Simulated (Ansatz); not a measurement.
# La2O3 (P321) in Ansatz: further runs

One crystal, La2O3, is run at these levels: PBEsol; tasks: single point, equation of state.

Program: Ansatz 0.2.0. These are calculated values, not measurements. Logs are shortened: lines on timing, memory, paths and dates and some standing lists are left out, and cuts for length are marked.

### Step 1. Starting point

Symmetry: P321, No. 150, trigonal system. Conventional cell: a = 6.370 Å, b = 6.370 Å, c = 3.290 Å, α = 90.00°, β = 90.00°, γ = 120.00°. La (site symmetry 3) has 6 O at 2.46 to 2.47 Å as nearest neighbours. O (site symmetry 2) has 4 La at 2.46 to 2.47 Å as nearest neighbours.

The cell comes from a database or a generator and needn't be the stable form of this composition.

### Step 2. Single point, PBEsol, 21.74 Å³/atom (volume scaled by 0.94)

The input, input.yaml:

```yaml
crystal:
  lattice:
    - [6.2402306599, 0.0, 0.0]
    - [-3.1201153299, 5.4041982769, 0.0]
    - [0.0, 0.0, 3.222734668]
  atoms:
    - { symbol: La, position: [0.6666666667, 0.3333333333, 0.498103] }
    - { symbol: La, position: [0.3333333333, 0.6666666667, 0.501897] }
    - { symbol: O, position: [0.504607, 0.0, 0.0] }
    - { symbol: O, position: [0.0, 0.504607, 0.0] }
    - { symbol: O, position: [0.495393, 0.495393, 0.0] }
kpoints:
  mp_grid: { grid: [5, 5, 8] }
scf:
  occupations: { method: fermi_dirac, width: 0.05 }
hamiltonian:
  xc: pbesol
  pseudopotentials: { kind: all_electron, lapw: { basis_error: 0.002 } }
output:
  forces: true
  stress: true
  eigenvalues: true
```

Potentials or basis: all-electron LAPW, scalar-relativistic.

Launch:

```console
ansatz run input.yaml --threads 4 --pin off --max-ram 14336MiB --backend cpu --events-out ev --progress --plain --runs-dir out
```

Output:

```text
Warning: RAYON_NUM_THREADS=4 ignored (pool sized by the plan → 4); use --threads N
LAPW: plane waves up to 8.021 Å⁻¹, error target 2.0e-3 eV per atom; small_component_spin mean_spin; O in spheres of 1.116 Å, 6 of its electrons in bands, Dirac shells []; La in spheres of 1.297 Å, 29 of its electrons in bands, Dirac shells [] (how accurate: hamiltonian.pseudopotentials.lapw.basis_error, Limitations)
Engine: ansatz 0.2.0, x86_64-unknown-linux-gnu
Pseudopotentials: kind: all_electron
Pseudopotential: La, LAPW, valence charge 29, lapw/all_electron/scalar/gaussian/La, Koelling and Harmon's equation, gaussian nucleus
Pseudopotential: O, LAPW, valence charge 6, lapw/all_electron/scalar/gaussian/O, Koelling and Harmon's equation, gaussian nucleus
Functional definition: PBEsol
  exchange = pbesol_x
  correlation = pbesol_c
Crystal: 5 atoms, lattice volume = 108.682 Å³
Basis set: ecut = 245.09389521159162 eV, 927 PW (Γ), exchange–correlation at level 2
Bands: 46, of which v1, the nominal top of the filled ones, is band 38 counted from 1 (37 counted from 0)
Symmetry: 6 space group operations
Space group: P321 (ITA 150), of the structure as read, at distance tolerance 4.8e-5 Å
k-points: 31 of 200 (time reversal used)
Non-local potential: La, projectors of the file, none
Non-local potential: O, projectors of the file, none
Initial density: superposition of atomic densities (chi_scale 0.1, normalization cell, long waves kept (reshape's long-wave potential 0.01 eV rms))
Initial wavefunctions: plane waves of lowest kinetic energy (no species holds an atomic orbital)
Functional: x = pbesol(κ = 0.804, μ = 0.12345679012345678), c = pbesol(β = 0.046)
iter 1 solved again at ethr=1.46e-2 eV; its pass at ethr=1.00e-1 eV (dr2=1.11e1 eV) is discarded
SCF iter   1: F=—  HF=-468179.617440 eV  |F-HF|=—  |Δ(HF+E_count)|=         —  Δρ=7.74e-2  dr2=1.11e1  ethr=1.46e-2  ⟨swp⟩=2.1  Hψ=10093  notcnv=0
preconditioner: auto → Resta (q_TF=auto, 2.570 Å⁻¹)  ε∞=3.2  [insulator: Δε(μ)=4.030 eV  Ē_g=14.331 eV  σ=0.050 eV  W_gap=1.00  n_scr=32 (ndim 8)  ℏωp=21.4 eV  f_vac=0.191  D(μ)=0.00/eV (n_scr^D=0)  ε∞_Penn≈3.2]
SCF iter   2: F=—  HF=-468174.908241 eV  |F-HF|=—  |Δ(HF+E_count)|=    4.71e0  Δρ=3.00e-2  dr2=2.07e0  ethr=1.46e-2  ⟨swp⟩=3.1  Hψ=4934  notcnv=0
SCF iter   3: F=—  HF=-468173.126266 eV  |F-HF|=—  |Δ(HF+E_count)|=    1.78e0  Δρ=2.58e-2  dr2=1.83e0  ethr=2.72e-3  ⟨swp⟩=3.3  Hψ=5263  notcnv=0
SCF iter   4: F=—  HF=-468172.652689 eV  |F-HF|=—  |Δ(HF+E_count)|=         —  Δρ=7.53e-3  dr2=2.15e-1  ethr=2.40e-3  ⟨swp⟩=3.0  Hψ=4877  notcnv=0
the basis was enlarged: its passes take 435.5 KiB over the memory plan, 4 of 4 planned eigensolver slots
SCF iter   5: F=—  HF=-468172.575576 eV  |F-HF|=—  |Δ(HF+E_count)|=   7.71e-2  Δρ=6.87e-3  dr2=8.94e-2  ethr=2.83e-4  ⟨swp⟩=3.3  Hψ=4995  notcnv=0
SCF iter   6: F=—  HF=-468172.560913 eV  |F-HF|=—  |Δ(HF+E_count)|=   1.47e-2  Δρ=1.77e-3  dr2=9.57e-3  ethr=1.18e-4  ⟨swp⟩=3.0  Hψ=5153  notcnv=0
SCF iter   7: F=—  HF=-468172.566196 eV  |F-HF|=—  |Δ(HF+E_count)|=   5.28e-3  Δρ=1.08e-3  dr2=2.47e-3  ethr=1.26e-5  ⟨swp⟩=3.0  Hψ=4808  notcnv=0
iter 8 solved again at ethr=6.83e-8 eV; its pass at ethr=3.24e-6 eV (dr2=5.19e-5 eV) is discarded
SCF iter   8: F=—  HF=-468172.568113 eV  |F-HF|=—  |Δ(HF+E_count)|=   1.92e-3  Δρ=1.51e-4  dr2=5.19e-5  ethr=6.83e-8  ⟨swp⟩=2.0  Hψ=7864  notcnv=0
SCF iter   9: F=—  HF=-468172.568550 eV  |F-HF|=—  |Δ(HF+E_count)|=   4.38e-4  Δρ=5.49e-5  dr2=5.64e-6  ethr=6.83e-8  ⟨swp⟩=3.5  Hψ=4848  notcnv=0
SCF iter  10: F=-468172.568578 eV  HF=-468172.568577 eV  |F-HF|=7.36e-7  |Δ(HF+E_count)|=   2.68e-5  Δρ=5.16e-6  dr2=3.06e-8  ethr=7.41e-9  ⟨swp⟩=3.4  Hψ=4828  notcnv=0
SCF 1 converged in 10 iterations: F = -468172.568578 eV  dr2 = 3.06e-8
SCF converged after 10 iterations
Free energy (F): -468172.568578 eV
Harris-Foulkes:  -468172.568577 eV  (|F-HF|=7.36e-7)
Internal energy: -468172.568578 eV  (E = F + TS)
E sigma→0 (E₀):  -468172.568578 eV
Entropy (-TS):   -0.000000 eV (-0.000 meV/atom)
Fermi energy:    9.197919 eV
--- Per-component energies (eV) ---
  E_band       = -4960.540508
  E_kinetic    = 499555.966630
  E_xc         = -11603.972785
  E_electrostatic = -956124.562423  (all electrons and nuclei)
  E_smearing   = -0.000000  (= −TS)
  E_closure    = 0.000000  (closes the sum)
  E_atoms      = -468130.244083  (free atoms, spherical and without spin; not in F)
  Σ components = -468172.568578   (vs F -468172.568578, Δ=0.00e0)
  Basis errors (estimates in eV, not in F): energy 9.8e-4 per atom: plane waves 9.0e-4 (5.4e-4 summed), levels above the bands 2.7e-36, relativity 8.4e-8, radial functions 8.2e-5, core shells 5.1e-7; eigenvalues (radial functions only) 6.1e-6; not estimated: angular momenta, meshes, grids; target (lapw.basis_error) 2.0e-3; muffin-tin radii O 1.116 Å, La 1.297 Å
--- Forces (eV/Å), atoms counted from 1 ---
  atom   1  La     0.00000000     0.00000000     0.02231331
  atom   2  La     0.00000000    -0.00000000    -0.02231331
  atom   3  O     -0.02617102     0.00000000     0.00000000
  atom   4  O      0.01308551    -0.02266477    -0.00000000
  atom   5  O      0.01308551     0.02266477     0.00000000
  max |Σ_I F_I| component: 1.73e-18 eV/Å
--- Stress (GPa, compression-positive) ---
        2.588704       0.000000       0.000000
        0.000000       2.588704       0.000000
        0.000000       0.000000       3.976766
  P = ⅓ Tr σ = 3.0514 GPa (30.514 kbar)
--- Band table (eV; the first three rows and the last of 31) ---
  k-point 0: bands = ["-247.7980", "-247.7980", "-181.5010", "-181.5010", "-181.5010", "-181.5010", "-181.4721", "-181.4721", "-85.6689", "-85.6689", "-85.6688", "-85.6688", "-85.6545", "-85.6544", "-85.6392", "-85.6392", "-85.6391", "-85.6391", "-22.0088", "-21.7536", "-9.2529", "-9.2529", "-7.4333", "-5.5397", "-5.5397", "-4.6849", "-4.2762", "-3.5371", "-3.5371", "5.0227", "6.0959", "6.0959", "6.2834", "6.2834", "7.3665", "7.3665", "7.5434", "7.9368", "9.8134", "11.8909", "12.4242", "12.4242", "13.3602", "13.3630", "13.3630", "13.3783"]
  k-point 1: bands = ["-247.7980", "-247.7980", "-181.5010", "-181.5010", "-181.5010", "-181.5010", "-181.4721", "-181.4721", "-85.6688", "-85.6688", "-85.6688", "-85.6688", "-85.6543", "-85.6543", "-85.6392", "-85.6392", "-85.6392", "-85.6392", "-21.9496", "-21.7033", "-9.1108", "-9.1107", "-7.9371", "-5.4650", "-5.4648", "-4.7988", "-4.3666", "-3.8230", "-3.8227", "5.6987", "6.1899", "6.1928", "6.3491", "6.3521", "7.0070", "7.0073", "7.5233", "7.6016", "10.2865", "12.1341", "12.5621", "12.5622", "13.2999", "13.3029", "13.3030", "13.3693"]
  k-point 2: bands = ["-247.7980", "-247.7980", "-181.5010", "-181.5010", "-181.5010", "-181.5010", "-181.4721", "-181.4721", "-85.6688", "-85.6688", "-85.6688", "-85.6688", "-85.6539", "-85.6539", "-85.6393", "-85.6393", "-85.6392", "-85.6392", "-21.8010", "-21.5783", "-8.8939", "-8.7031", "-8.7030", "-5.8575", "-5.2757", "-5.2749", "-4.5594", "-4.5586", "-3.8299", "6.0401", "6.0415", "6.4513", "6.4517", "6.6761", "6.7054", "6.7062", "7.0831", "7.7484", "11.3315", "12.6134", "12.8086", "12.8087", "13.0657", "13.1454", "13.1721", "13.1722"]
  k-point 30: bands = ["-247.7980", "-247.7980", "-181.5010", "-181.5010", "-181.5010", "-181.5010", "-181.4721", "-181.4721", "-85.6689", "-85.6688", "-85.6688", "-85.6688", "-85.6533", "-85.6533", "-85.6394", "-85.6394", "-85.6394", "-85.6393", "-21.5035", "-21.4656", "-9.4775", "-9.1320", "-7.7279", "-6.0302", "-5.6162", "-5.3643", "-5.1448", "-4.8937", "-4.4879", "5.3863", "6.1846", "6.2878", "6.3769", "6.4849", "6.7179", "6.7520", "7.5913", "7.6931", "12.8958", "12.9286", "12.9530", "12.9678", "13.0467", "13.0916", "13.2372", "13.3271"]
```

Wall time 14 s (4 threads of Intel Xeon 6975P-C (Granite Rapids), shared host); peak memory 0.52 GiB.

Results:

```
Free energy            : -468172.5686 eV
Pressure               : 3.1 GPa
Largest force          : 0.026 eV/Å
Band gap on the k mesh : 1.23 eV, indirect (least direct gap 1.88 eV)
```

Caveat: spin-orbit coupling is left out, which moves the levels of the heavy elements; an odd mesh through Γ misses points on the zone boundary, where band edges often lie.

### Step 3. Single point, PBEsol, 22.20 Å³/atom (volume scaled by 0.96)

Changes to input.yaml since step 2:

```diff
@@ -2,5 +2,5 @@
   lattice:
-    - [6.2402306599, 0.0, 0.0]
-    - [-3.1201153299, 5.4041982769, 0.0]
-    - [0.0, 0.0, 3.222734668]
+    - [6.2841773941, 0.0, 0.0]
+    - [-3.142088697, 5.4422572652, 0.0]
+    - [0.0, 0.0, 3.2454307304]
   atoms:
```

Potentials or basis: all-electron LAPW, scalar-relativistic.

Launch:

```console
ansatz run input.yaml --threads 4 --pin off --max-ram 14336MiB --backend cpu --events-out ev --progress --plain --runs-dir out
```

Wall time 12 s (4 threads of Intel Xeon 6975P-C (Granite Rapids), shared host); peak memory 0.52 GiB.

It converged, with:

```
Free energy            : -468172.5958 eV
Pressure               : 0.8 GPa
Largest force          : 0.033 eV/Å
Band gap on the k mesh : 1.35 eV, indirect (least direct gap 1.93 eV)
```

Caveat: spin-orbit coupling is left out, which moves the levels of the heavy elements; an odd mesh through Γ misses points on the zone boundary, where band edges often lie.

### Step 4. Single point, PBEsol, 22.66 Å³/atom (volume scaled by 0.98)

Changes to input.yaml since step 3:

```diff
@@ -2,5 +2,5 @@
   lattice:
-    - [6.2841773941, 0.0, 0.0]
-    - [-3.142088697, 5.4422572652, 0.0]
-    - [0.0, 0.0, 3.2454307304]
+    - [6.3275179181, 0.0, 0.0]
+    - [-3.163758959, 5.47979126, 0.0]
+    - [0.0, 0.0, 3.2678137186]
   atoms:
```

Launch:

```console
ansatz run input.yaml --threads 4 --pin off --max-ram 14336MiB --backend cpu --events-out ev --progress --plain --runs-dir out
```

It took 12 s on 4 threads of Intel Xeon 6975P-C (Granite Rapids), shared host; peak memory 0.52 GiB.

The run converged. Its results:

```yaml
Free_energy: -468172.5919 eV
Pressure: -1.3 GPa
Largest_force: 0.039 eV/Å
Band_gap_on_the_k_mesh: 1.46 eV, indirect (least direct gap 1.97 eV)
```

Caveat: spin-orbit coupling is left out, which moves the levels of the heavy elements; an odd mesh through Γ misses points on the zone boundary, where band edges often lie.

### Step 5. Single point, PBEsol, 23.12 Å³/atom

Changes to input.yaml since step 4:

```diff
@@ -2,5 +2,5 @@
   lattice:
-    - [6.3275179181, 0.0, 0.0]
-    - [-3.163758959, 5.47979126, 0.0]
-    - [0.0, 0.0, 3.2678137186]
+    - [6.3702727145, 0.0, 0.0]
+    - [-3.1851363572, 5.5168179998, 0.0]
+    - [0.0, 0.0, 3.2898942108]
   atoms:
```

Launch:

```console
ansatz run input.yaml --threads 4 --pin off --max-ram 14336MiB --backend cpu --events-out ev --progress --plain --runs-dir out
```

It took 14 s on 4 threads of Intel Xeon 6975P-C (Granite Rapids), shared host; peak memory 0.54 GiB.

Results (log left out):

```yaml
Free_energy: -468172.5601 eV
Pressure: -3.1 GPa
Largest_force: 0.044 eV/Å
Band_gap_on_the_k_mesh: 1.56 eV, indirect (least direct gap 2.01 eV)
```

Caveat: spin-orbit coupling is left out, which moves the levels of the heavy elements; an odd mesh through Γ misses points on the zone boundary, where band edges often lie.

### Step 6. Single point, PBEsol, 23.59 Å³/atom (volume scaled by 1.02)

Changes to input.yaml since step 5:

```diff
@@ -2,5 +2,5 @@
   lattice:
-    - [6.3702727145, 0.0, 0.0]
-    - [-3.1851363572, 5.5168179998, 0.0]
-    - [0.0, 0.0, 3.2898942108]
+    - [6.4124611805, 0.0, 0.0]
+    - [-3.2062305902, 5.5533542831, 0.0]
+    - [0.0, 0.0, 3.3116822246]
   atoms:
```

Potentials or basis: all-electron LAPW, scalar-relativistic.

Launch:

```console
ansatz run input.yaml --threads 4 --pin off --max-ram 14336MiB --backend cpu --events-out ev --progress --plain --runs-dir out
```

Run time: 14 s. Hardware: 4 threads of Intel Xeon 6975P-C (Granite Rapids), shared host; peak memory 0.52 GiB.

It converged, with:

```yaml
Free_energy: -468172.5034 eV
Pressure: -4.7 GPa
Largest_force: 0.049 eV/Å
Band_gap_on_the_k_mesh: 1.65 eV, indirect (least direct gap 2.04 eV)
```

Caveat: spin-orbit coupling is left out, which moves the levels of the heavy elements; an odd mesh through Γ misses points on the zone boundary, where band edges often lie.

### Step 7. Single point, PBEsol, 24.05 Å³/atom (volume scaled by 1.04)

Changes to input.yaml since step 6:

```diff
@@ -2,5 +2,5 @@
   lattice:
-    - [6.4124611805, 0.0, 0.0]
-    - [-3.2062305902, 5.5533542831, 0.0]
-    - [0.0, 0.0, 3.3116822246]
+    - [6.4541017056, 0.0, 0.0]
+    - [-3.2270508527, 5.5894160357, 0.0]
+    - [0.0, 0.0, 3.3331872572]
   atoms:
```

Launch:

```console
ansatz run input.yaml --threads 4 --pin off --max-ram 14336MiB --backend cpu --events-out ev --progress --plain --runs-dir out
```

Run time: 12 s. Hardware: 4 threads of Intel Xeon 6975P-C (Granite Rapids), shared host; peak memory 0.53 GiB.

Results (log left out):

```
Free energy            : -468172.4243 eV
Pressure               : -6.2 GPa
Largest force          : 0.054 eV/Å
Band gap on the k mesh : 1.73 eV, indirect (least direct gap 2.07 eV)
```

Caveat: spin-orbit coupling is left out, which moves the levels of the heavy elements; an odd mesh through Γ misses points on the zone boundary, where band edges often lie.

### Step 8. Single point, PBEsol, 24.51 Å³/atom (volume scaled by 1.06)

Changes to input.yaml since step 7:

```diff
@@ -2,5 +2,5 @@
   lattice:
-    - [6.4541017056, 0.0, 0.0]
-    - [-3.2270508527, 5.5894160357, 0.0]
-    - [0.0, 0.0, 3.3331872572]
+    - [6.495211742, 0.0, 0.0]
+    - [-3.247605871, 5.6250183716, 0.0]
+    - [0.0, 0.0, 3.3544183217]
   atoms:
```

Launch:

```console
ansatz run input.yaml --threads 4 --pin off --max-ram 14336MiB --backend cpu --events-out ev --progress --plain --runs-dir out
```

Wall time 11 s (4 threads of Intel Xeon 6975P-C (Granite Rapids), shared host); peak memory 0.54 GiB.

It converged, with:

| Property | Result |
| --- | --- |
| Free energy | -468172.3251 eV |
| Pressure | -7.5 GPa |
| Largest force | 0.058 eV/Å |
| Band gap on the k mesh | 1.81 eV, indirect (least direct gap 2.10 eV) |

Caveat: spin-orbit coupling is left out, which moves the levels of the heavy elements; an odd mesh through Γ misses points on the zone boundary, where band edges often lie.

### Step 9. Equation of state, PBEsol

Potentials or basis: all-electron LAPW, scalar-relativistic.

This step only gathers the single runs of the series.

What came out:

* Equilibrium volume: 22.37 Å³/atom
* Bulk modulus at fixed shape and positions: 100 GPa
* Pressure derivative of the bulk modulus: 4.3

Energy against volume, from the lowest point:
```
volume (Å³/atom)  energy (meV/atom)
          21.736               5.44
          22.199               0.00
          22.661               0.78
          23.124               7.13
          23.586              18.47
          24.049              34.29
          24.511              54.13
```

Caveat: the cell was scaled at fixed shape and fractional positions, which overstates the stiffness of a crystal with free parameters, most of all of layers and chains. The run has no spin-orbit coupling, so splittings on La are missing.
